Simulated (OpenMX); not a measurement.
**Co under changes of volume**

One of the cells (11.103 Å³/atom); the others are scaled copies at fixed shape and fractional positions:

```
Co
1.0
     2.50384    0.00000    0.00000
    -1.25192    2.16839    0.00000
     0.00000    0.00000    4.09020
Co
2
Direct
  0.33333 0.66667 0.74014
  0.66667 0.33333 0.25986
```

| Quantity | Value |
| --- | --- |
| Program | OpenMX 3.8.5 |
| Functional | PBE |
| Potentials or basis | OpenMX 2013 PBE set, Co6.0H-s3p2d1, fixed grid of 28 × 28 × 54 points |
| k mesh | 13 × 13 × 7 |
| Occupations | fermi-dirac, width 0.05 eV |
| Spin | collinear spin, ferromagnetic start |
| Starting moments | [2.0, 2.0] μB |

| volume (Å³/atom) | energy over the lowest point (meV/atom) | moment (μB per cell) | largest force (eV/Å) |
| --- | --- | --- | --- |
| 10.233 | ? | ? | ? |
| 10.450 | 25.24 | 3.18 | 0.801 |
| 10.668 | 9.60 | 3.20 | 0.694 |
| 11.103 | 0.00 | 3.24 | 0.564 |
| 11.321 | 4.36 | 3.26 | 0.470 |
| 11.539 | 14.14 | 3.27 | 0.505 |

**Question.** What does the run at 10.233 Å³/atom give?

**Answer.** Energy over the lowest point 49.18 meV/atom; moment 3.16 μB per cell; largest force 0.955 eV/Å.

Worked out: A Birch-Murnaghan fit of order 3 (a polynomial in V^(-2/3)) to the other rows has its minimum at 11.05 Å³/atom with B0 = V·E''(V) = 228 GPa and B' = 4.8 at fixed shape and positions, which overstates the stiffness. It gives 49.10 meV/atom at 10.233 Å³/atom, against the run's 49.18. A straight line through the other rows of the moment, of slope 0.0854 μB per Å³/atom, extrapolates to 3.16 μB, against the run's 3.16.

Energies are extrapolated to zero smearing.

Caveats: the transition metal has a single d function, too few for pressures, volumes and moments; the basis of atomic orbitals isn't converged, which shifts pressures, moduli and gaps.
